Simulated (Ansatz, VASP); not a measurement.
**Two plane-wave programs on V**

```
V
1.0
     2.47408    0.00000    0.00000
    -1.23704    2.14262    0.00000
     0.00000    0.00000    4.95950
V
2
Cartesian
  1.2370 0.7142 3.7196
  0.0000 1.4284 1.2399
```

Change from the starting cell: strain -0.050 along x and y, +0.050 along z, atoms carried along.

Alike in both runs: task single point; functional PBE; k mesh 21 × 21 × 10; occupations gaussian, width 0.15 eV; no spin polarisation.

```csv
,VASP,Ansatz
version,VASP 6.6.1,Ansatz 0.2.0
potentials or method,"VASP PAW PBE potentials, release 64 (V_sv)","scalar-relativistic, plane waves, PAW"
plane-wave cutoff (eV),520,420
valence electrons in the cell,26,26
```

|  | VASP | Ansatz | Ansatz less VASP |
| --- | --- | --- | --- |
| gap on the k mesh at the Fermi level (eV) | none | none | - |
| pressure (GPa) | 11.7 | 11.4 | -0.32 |
| largest component of the traceless stress (GPa) | 17.85 | 17.72 | -0.124 |

A gap of «none» marks a metal or a gap that the smearing closes.
